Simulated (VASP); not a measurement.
# GaN (Fm-3m) in VASP: notebook, part 2 of 3

VASP 6.6.1. Earlier steps stand in the parts before.

### 4 Single point, r2SCAN

The input, INCAR:

```
PREC = Accurate
ENCUT = 400
EDIFF = 1E-7
ISMEAR = 0
SIGMA = 0.05
LREAL = F
LASPH = F
NELM = 100
ALGO = Normal
ISIF = 2
LWAVE = F
LCHARG = F
METAGGA = R2SCAN
LMIXTAU = T
NBANDS = 16
ADDGRID = F
```

The input, KPOINTS:

```
Automatic mesh
0
Gamma
  6 6 6
```

The input, POSCAR:

```
GaN
1.0
    0.0000000000      2.1352350000      2.1352350000
    2.1352350000      0.0000000000      2.1352350000
    2.1352350000      2.1352350000      0.0000000000
Ga N
1 1
Direct
    0.0000000000      0.0000000000      0.0000000000
    0.5000000000      0.5000000000      0.5000000000
```

Potentials or basis: VASP PAW PBE potentials, release 64 (Ga_d, N).

Run with:

```
$ cat potpaw_PBE.64/Ga_d/POTCAR potpaw_PBE.64/N/POTCAR > POTCAR
$ mpirun -np 1 vasp_std > vasp.out
```

OUTCAR:

```text
PREC = Accurate
   ENCUT = 400
   EDIFF = 1E-7
   ISMEAR = 0
   LREAL = F
   LASPH = F
   NELM = 100
   ISIF = 2
   METAGGA = R2SCAN
     LASPH = .TRUE.)

 Found     16 irreducible k-points:

 Following reciprocal coordinates:
            Coordinates               Weight
  0.000000  0.000000  0.000000      1.000000
  0.166667  0.000000  0.000000      8.000000
  0.333333  0.000000  0.000000      8.000000
  0.500000  0.000000  0.000000      4.000000
[... 190 lines left out ...]
 [... further k-points ...]

------------------------ aborting loop because EDIFF is reached ----------------------------------------

  FORCE on cell =-STRESS in cart. coord.  units (eV):
  Direction    XX          YY          ZZ          XY          YZ          ZX
  --------------------------------------------------------------------------------------
  -------------------------------------------------------------------------------------
  Total       -1.5033701     -1.5033701     -1.5033701      0.0000000      0.0000000      0.0000000
  in kB     -123.7113241   -123.7113241   -123.7113241      0.0000000      0.0000000      0.0000000
  external PRESSURE =    -123.7113241 kB  Pullay stress =       0.0000000 kB

 VOLUME and BASIS-vectors are now :
 -----------------------------------------------------------------------------
  energy-cutoff  :      400.00
  volume of cell :       19.47
      direct lattice vectors                 reciprocal lattice vectors
     0.000000000  2.135235000  2.135235000    -0.234166263  0.234166263  0.234166263
     2.135235000  0.000000000  2.135235000     0.234166263 -0.234166263  0.234166263
     2.135235000  2.135235000  0.000000000     0.234166263  0.234166263 -0.234166263

 POSITION                                       TOTAL-FORCE (eV/Angst)
 -----------------------------------------------------------------------------------
      0.00000      0.00000      0.00000        -0.000000      0.000000     -0.000000
      2.13524      2.13524      2.13524         0.000000      0.000000      0.000000
 -----------------------------------------------------------------------------------
    total drift:                                0.000000     -0.000000     -0.000000

  FREE ENERGIE OF THE ION-ELECTRON SYSTEM (eV)
  ---------------------------------------------------
  free  energy   TOTEN  =       -20.9277410478 eV

  energy  without entropy=      -20.9277410478  energy(sigma->0) =      -20.92774105
```

OSZICAR:

```text
N       E                     dE             d eps       ncg     rms          rms(c)
DAV:   1     0.534100269002E+02    0.53410E+02   -0.84094E+03   608   0.185E+03
DAV:   2    -0.217278656849E+02   -0.75138E+02   -0.70361E+02   568   0.291E+02
DAV:   3    -0.254696113800E+02   -0.37417E+01   -0.37287E+01   616   0.566E+01
[... 16 lines left out ...]
DAV:  20    -0.209277379922E+02   -0.82102E-05   -0.85271E-07   608   0.124E-02    0.106E-02
DAV:  21    -0.209277404023E+02   -0.24102E-05   -0.68870E-08   464   0.417E-03    0.378E-03
DAV:  22    -0.209277407332E+02   -0.33083E-06   -0.24669E-08   272   0.161E-03    0.128E-03
DAV:  23    -0.209277411317E+02   -0.39855E-06   -0.37606E-09   256   0.837E-04    0.457E-04
DAV:  24    -0.209277410478E+02    0.83874E-07   -0.19165E-09   256   0.736E-04
   1 F= -.20927741E+02 E0= -.20927741E+02  d E =-.121172E-13
```

stdout:

```text
POSCAR found type information on POSCAR GaN
 POSCAR found :  2 types and       2 ions
 scaLAPACK will be used
 -----------------------------------------------------------------------------
|                                                                             |
|                                                                             |
|     You enforced a specific xc type in the INCAR file but a different       |
|     I HOPE YOU KNOW WHAT YOU ARE DOING!                                     |
|                                                                             |
 -----------------------------------------------------------------------------

 LDA part: xc-table for (None), standard interpolation
 POSCAR, INCAR and KPOINTS ok, starting setup
 FFT: planning ... GRIDC
 FFT: planning ... GRID_SOFT
 FFT: planning ... GRID
 WAVECAR not read
 entering main loop
```

Run time: 28 s. Hardware: 1 thread of AMD EPYC 7R43 (Zen 3), shared host; peak memory 0.08 GiB.

These settings aren't checked as converged: the numbers below hold their error.

Results:

- Free energy: -20.9277 eV
- Band gap on the k mesh: 0.87 eV, indirect (least direct gap 2.89 eV)

Caveat: the k mesh is coarse (spacing up to 0.42 Å⁻¹), so the values aren't converged; the cutoff is under 1.25 times the usual one of these potentials, so pressure, stress and relaxed cells hold a basis-set (Pulay) error; the PAW data sets were made with another functional, which shifts forces and pressure a little.

### 5 Single point, r2SCAN

The input, INCAR:

```
PREC = Normal
ENCUT = 400
EDIFF = 1E-4
ISMEAR = 0
SIGMA = 0.05
LREAL = Auto
LASPH = T
NELM = 100
ALGO = Normal
ISIF = 2
LWAVE = F
LCHARG = F
METAGGA = R2SCAN
LMIXTAU = T
NBANDS = 16
ADDGRID = F
```

KPOINTS is that of step 4.

POSCAR is that of step 4.

Potentials or basis: VASP PAW PBE potentials, release 64 (Ga_d, N).

Run with:

```
$ cat potpaw_PBE.64/Ga_d/POTCAR potpaw_PBE.64/N/POTCAR > POTCAR
$ mpirun -np 1 vasp_std > vasp.out
```

OUTCAR:

```text
PREC = Normal
   ENCUT = 400
   EDIFF = 1E-4
   ISMEAR = 0
   LREAL = Auto
   LASPH = T
   NELM = 100
   ISIF = 2
   METAGGA = R2SCAN

 Found     16 irreducible k-points:

 Following reciprocal coordinates:
            Coordinates               Weight
  0.000000  0.000000  0.000000      1.000000
  0.166667  0.000000  0.000000      8.000000
  0.333333  0.000000  0.000000      8.000000
  0.500000  0.000000  0.000000      4.000000
  0.166667  0.166667  0.000000      6.000000
  0.333333  0.166667  0.000000     24.000000
   k-points           NKPTS =     16   k-points in BZ     NKDIM =     16   number of bands    NBANDS=     16
   number of dos      NEDOS =    301   number of ions     NIONS =      2
   total plane-waves  NPLWV =   4096
   dimension x,y,z NGX =    16 NGY =   16 NGZ =   16
   dimension x,y,z NGXF=    32 NGYF=   32 NGZF=   32
   ions per type =               1   1
   NGX,Y,Z   is equivalent  to a cutoff of   8.81,  8.81,  8.81 a.u.
   NGXF,Y,Z  is equivalent  to a cutoff of  17.62, 17.62, 17.62 a.u.
 SYSTEM =  unknown system
   PREC   = normal    normal or accurate (medium, high low for compatibility)
   ISTART =      0    job   : 0-new  1-cont  2-samecut
   ICHARG =      2    charge: 1-file 2-atom 10-const
   ISPIN  =      1    spin polarized calculation?
   LNONCOLLINEAR =      F non collinear calculations
   LSORBIT =      F    spin-orbit coupling
   LASPH  =      T    aspherical Exc in radial PAW
   ENCUT  =  400.0 eV  29.40 Ry    5.42 a.u.   4.92  4.92  4.92*2*pi/ulx,y,z
   NELM   =    100;   NELMIN=  2; NELMDL= -5     # of ELM steps
   EDIFF  = 0.1E-03   stopping-criterion for ELM
   LREAL  =      T    real-space projection
   EDIFFG = 0.1E-02   stopping-criterion for IOM
   NSW    =      0    number of steps for IOM
   IBRION =     -1    ionic relax: 0-MD 1-quasi-New 2-CG
   NFREE  =      0    steps in history (QN), initial steepest desc. (CG)
   ISIF   =      2    stress and relaxation
   ISYM   =      2    0-nonsym 1-usesym 2-fastsym
   POTIM  = 0.5000    time-step for ionic-motion
   TEBEG  =    0.0;   TEEND  =   0.0 temperature during run
   PSTRESS=    0.0 pullay stress
   NELECT =      18.0000    total number of electrons
   NUPDOWN=      -1.0000    fix difference up-down
   EMIN   =  10.00;   EMAX   =-10.00  energy-range for DOS
   EFERMI =   0.00;   METHOD = LEGACY
   ISMEAR =     0;   SIGMA  =   0.05  broadening in eV -4-tet -1-fermi 0-gaus
   EFERMI_NEDOS =   21; number of points for ismear=-14 and -15
   IALGO  =     38    algorithm
   IMIX   =      4    mixing-type and parameters
     AMIX     =   0.40;   BMIX     =  1.00
     AMIX_MAG =   1.60;   BMIX_MAG =  1.00
  volume/ion in A,a.u.               =       9.74        65.70
  Fermi-wavevector in a.u.,A,eV,Ry     =   1.594814  3.013761 34.605481  2.543431
  Thomas-Fermi vector in A             =   2.692830
   LORBIT       =      0    0 simple, 1 ext, 2 COOP (PROOUT), +10 PAW based schemes
   METAGGA = R2SCAN    functional components
   LHFCALC =     F    Hartree Fock is set to
   AEXX    =    0.0000 exact exchange contribution
   IVDW    =     0    specifies the selected vdW correction
   LEPSILON=     F    determine dielectric tensor
   LRPA    =     F    only Hartree local field effects (RPA)
 non-spin polarized calculation
 Gauss-broadening in eV      SIGMA  =   0.05
  energy-cutoff  :      400.00
  volume of cell :       19.47
 maximum number of plane-waves:       366
   NGX =  9   NGY =  9   NGZ =  9

 number of electron      18.0000038 magnetization

 Free energy of the ion-electron system (eV)
  ---------------------------------------------------
  ext. energy  EPLUGINS =         0.00000000
  ---------------------------------------------------
  free energy    TOTEN  =       -20.93093292 eV

  energy without entropy =      -20.93093292  energy(sigma->0) =      -20.93093292

 E-fermi :   7.5443     XC(G=0): -13.9677

 val. band max:        7.3054086905   @ k =  -0.1667   0.1667   0.0000
 cond. band min:       8.1814218069   @ k =   0.5000   0.5000   0.0000
 fundamental gap:      0.8760131163
 Fermi energy:         7.5442698917

 k-point     1 :       0.0000    0.0000    0.0000
  band No.  band energies     occupation
      1     -10.4752      2.00000
      2      -7.1389      2.00000
      3      -7.1389      2.00000
      4      -7.1388      2.00000
      5      -7.0745      2.00000
      6      -7.0745      2.00000
[... 8 lines left out ...]
     15      23.7434      0.00000
     16      23.7434      0.00000
[... 77 lines left out ...]
 k-point     6 :       0.3333    0.1667    0.0000
  band No.  band energies     occupation
      1      -8.9886      2.00000
      2      -7.2059      2.00000
      3      -7.1321      2.00000
      4      -7.1189      2.00000
      5      -6.9708      2.00000
      6      -6.8719      2.00000
[... 8 lines left out ...]
     15      28.6216      0.00000
     16      29.7895      0.00000

 [... further k-points ...]

------------------------ aborting loop because EDIFF is reached ----------------------------------------

  FORCE on cell =-STRESS in cart. coord.  units (eV):
  Direction    XX          YY          ZZ          XY          YZ          ZX
  --------------------------------------------------------------------------------------
  -------------------------------------------------------------------------------------
  Total       -1.2774292     -1.2774292     -1.2774292     -0.0000000     -0.0000000     -0.0000000
  in kB     -105.1187972   -105.1187972   -105.1187972     -0.0000000     -0.0000000     -0.0000000
  external PRESSURE =    -105.1187972 kB  Pullay stress =       0.0000000 kB

 VOLUME and BASIS-vectors are now :
 -----------------------------------------------------------------------------
  energy-cutoff  :      400.00
  volume of cell :       19.47
      direct lattice vectors                 reciprocal lattice vectors
     0.000000000  2.135235000  2.135235000    -0.234166263  0.234166263  0.234166263
     2.135235000  0.000000000  2.135235000     0.234166263 -0.234166263  0.234166263
     2.135235000  2.135235000  0.000000000     0.234166263  0.234166263 -0.234166263

 POSITION                                       TOTAL-FORCE (eV/Angst)
 -----------------------------------------------------------------------------------
      0.00000      0.00000      0.00000         0.000000     -0.000000     -0.000000
      2.13524      2.13524      2.13524         0.000000      0.000000      0.000000
 -----------------------------------------------------------------------------------
    total drift:                                0.000000      0.000000      0.000000

  FREE ENERGIE OF THE ION-ELECTRON SYSTEM (eV)
  ---------------------------------------------------
  free  energy   TOTEN  =       -20.9309329189 eV

  energy  without entropy=      -20.9309329189  energy(sigma->0) =      -20.93093292
```

OSZICAR:

```text
N       E                     dE             d eps       ncg     rms          rms(c)
DAV:   1     0.534088585694E+02    0.53409E+02   -0.84093E+03   608   0.185E+03
DAV:   2    -0.217289533313E+02   -0.75138E+02   -0.70360E+02   568   0.291E+02
DAV:   3    -0.254708840910E+02   -0.37419E+01   -0.37289E+01   616   0.566E+01
DAV:   4    -0.254997995345E+02   -0.28915E-01   -0.28914E-01   632   0.522E+00
DAV:   5    -0.255001347949E+02   -0.33526E-03   -0.33525E-03   616   0.487E-01    0.668E+00
DAV:   6    -0.205223070328E+02    0.49778E+01   -0.28818E+00   760   0.408E+01    0.262E+00
DAV:   7    -0.209592275497E+02   -0.43692E+00   -0.61237E-01   544   0.773E+00    0.167E+00
DAV:   8    -0.208223372821E+02    0.13689E+00   -0.39897E-01   512   0.696E+00    0.143E+00
DAV:   9    -0.208214742712E+02    0.86301E-03   -0.17108E-01   528   0.455E+00    0.624E-01
DAV:  10    -0.209359567171E+02   -0.11448E+00   -0.49200E-02   520   0.302E+00    0.213E-01
DAV:  11    -0.209355838529E+02    0.37286E-03   -0.14001E-03   600   0.348E-01    0.176E-01
DAV:  12    -0.209312899604E+02    0.42939E-02   -0.17259E-03   536   0.541E-01    0.113E-01
DAV:  13    -0.209310150654E+02    0.27490E-03   -0.96965E-04   536   0.511E-01    0.213E-01
DAV:  14    -0.209309329189E+02    0.82147E-04   -0.15901E-04   520   0.205E-01
   1 F= -.20930933E+02 E0= -.20930933E+02  d E =-.192181E-12
```

stdout:

```text
POSCAR found type information on POSCAR GaN
 POSCAR found :  2 types and       2 ions
 scaLAPACK will be used
 -----------------------------------------------------------------------------
|                                                                             |
|                                                                             |
|     You have a (more or less) 'small supercell' and for smaller cells       |
|     it is recommended to use the reciprocal-space projection scheme!        |
|     The real-space optimization is not efficient for small cells and it     |
|     is also less accurate ...                                               |
|     Therefore, set LREAL=.FALSE. in the INCAR file.                         |
|                                                                             |
 -----------------------------------------------------------------------------

 -----------------------------------------------------------------------------
|                                                                             |
|                                                                             |
|     You enforced a specific xc type in the INCAR file but a different       |
|     I HOPE YOU KNOW WHAT YOU ARE DOING!                                     |
|                                                                             |
 -----------------------------------------------------------------------------

 LDA part: xc-table for (None), standard interpolation
 POSCAR, INCAR and KPOINTS ok, starting setup
 FFT: planning ... GRIDC
 FFT: planning ... GRID_SOFT
 FFT: planning ... GRID
 WAVECAR not read
 entering main loop
```

Wall time 17 s (1 thread of AMD EPYC 7R43 (Zen 3), shared host); peak memory 0.08 GiB.

These settings aren't checked as converged: the numbers below hold their error.

Results:

```yaml
Free_energy: -20.9309 eV
Band_gap_on_the_k_mesh: 0.88 eV, indirect (least direct gap 2.90 eV)
```

Caveat: the k mesh is coarse (spacing up to 0.42 Å⁻¹), so the values aren't converged; the cutoff is under 1.25 times the usual one of these potentials, so pressure, stress and relaxed cells hold a basis-set (Pulay) error; the PAW data sets were made with another functional, which shifts forces and pressure a little.

(Part 2 of 3 ends here.)
